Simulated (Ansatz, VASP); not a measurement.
ZnO in VASP and in Ansatz

File run.py:

```python
from ase.calculators.vasp import Vasp
from ase.dft.bandgap import bandgap
from ase.io import read

atoms = read('ZnO.cif', primitive_cell=True, subtrans_included=False)
calc = Vasp(
    directory='calc',
    xc='rpbe',
    pp='PBE',
    setups='recommended',
    pp_version='54',
    prec='Accurate',
    encut=520,
    ediff=1e-07,
    ismear=0,
    sigma=0.02,
    lreal=False,
    lasph=True,
    nelm=80,
    algo='Fast',
    isif=2,
    lwave=False,
    lcharg=False,
    kpts=[9, 9, 4],
    gamma=True,
)
atoms.calc = calc

print('energy (eV):', atoms.get_potential_energy())
print('free energy (eV):', atoms.get_potential_energy(force_consistent=True))
print('forces (eV/A):')
print(atoms.get_forces())
print('stress (eV/A^3, Voigt):', atoms.get_stress())
print('Fermi level (eV):', calc.get_fermi_level())
gap, top, bottom = bandgap(calc)
print('band gap (eV):', gap, 'from (spin, k, band)', top, 'to', bottom)
```

The input ZnO.cif:

```cif
data_ZnO
_cell_length_a 3.28796716
_cell_length_b 3.28796716
_cell_length_c 7.13044135
_cell_angle_alpha 90.00000000
_cell_angle_beta 90.00000000
_cell_angle_gamma 120.00000000
_space_group_name_H-M_alt 'P6_3/mmc'
_space_group_name_Hall '-P 6c 2c'
_space_group_IT_number 194
loop_
_space_group_symop_operation_xyz
'x,y,z'
'-x,-y,-z'
'x-y,x,z+1/2'
'-x+y,-x,-z+1/2'
'-y,x-y,z'
'y,-x+y,-z'
'-x,-y,z+1/2'
'x,y,-z+1/2'
'-x+y,-x,z'
'x-y,x,-z'
'y,-x+y,z+1/2'
'-y,x-y,-z+1/2'
'-y,-x,-z+1/2'
'y,x,z+1/2'
'-x,-x+y,-z'
'x,x-y,z'
'-x+y,y,-z+1/2'
'x-y,-y,z+1/2'
'y,x,-z'
'-y,-x,z'
'x,x-y,-z+1/2'
'-x,-x+y,z+1/2'
'x-y,-y,-z'
'-x+y,y,z'
loop_
_atom_site_label
_atom_site_type_symbol
_atom_site_symmetry_multiplicity
_atom_site_Wyckoff_symbol
_atom_site_fract_x
_atom_site_fract_y
_atom_site_fract_z
_atom_site_occupancy
Zn1 Zn 2 b 0.0000000000 0.0000000000 0.2500000000 1
O1 O 2 c 0.6666666667 0.3333333333 0.7500000000 1
```

File input.yaml:

```yaml
crystal:
  lattice:
    - [3.2879671587, 0.0, 0.0]
    - [-1.6439835793, 2.8474630862, 0.0]
    - [0.0, 0.0, 7.13044135]
  atoms:
    - { symbol: Zn, position: [0.0, 0.0, 0.25] }
    - { symbol: Zn, position: [0.0, 0.0, 0.75] }
    - { symbol: O, position: [0.6666666667, 0.3333333333, 0.75] }
    - { symbol: O, position: [0.3333333333, 0.6666666667, 0.25] }
hamiltonian:
  xc: rpbe
  pseudopotentials: { kind: paw }
kpoints:
  mp_grid: { grid: [9, 9, 4] }
scf:
  occupations: { method: gaussian, width: 0.02 }
output:
  forces: true
  stress: true
  eigenvalues: true
```

Measurements of this composition are mostly on another form, of space group No. 186.

Alike in both runs: task single point; functional RPBE; k mesh 9 × 9 × 4; occupations gaussian, width 0.02 eV; no spin polarisation.

|  | VASP | Ansatz |
| --- | --- | --- |
| version | VASP 6.6.1 | Ansatz 0.2.0 |
| potentials or method | VASP PAW PBE potentials, release 54 (Zn, O) | Ansatz PAW |
| plane-wave cutoff (eV) | 520 | 420 |
| valence electrons in the cell | 36 | 36 |

```tsv
	VASP	Ansatz	Ansatz less VASP
gap on the k mesh at the Fermi level (eV)	0.94	0.95	+0.007
least direct gap on the mesh (eV)	0.94	0.95	+0.007
pressure (GPa)	3.2	2.4	-0.77
largest component of the traceless stress (GPa)	1.61	0.76	-0.853
```

With one functional, cell and mesh, what is left measures potentials, basis and numerics.

Caveats: the PAW data sets were made with another functional, which shifts forces and pressure a little (VASP); an odd mesh through Γ misses points on the zone boundary, where band edges often lie (VASP); odd divisions of the mesh miss points on the zone boundary, where band edges often lie, so the gap on the mesh can be too wide (Ansatz); the pressure holds a Pulay correction of +0.4 GPa for the finite cutoff (Ansatz); the PAW data sets come from PBE, with cores solved anew for the run's functional, which leaves a small shift of forces and pressure (Ansatz). A hybrid or GW would open this gap; RPBE tends to underestimate it.
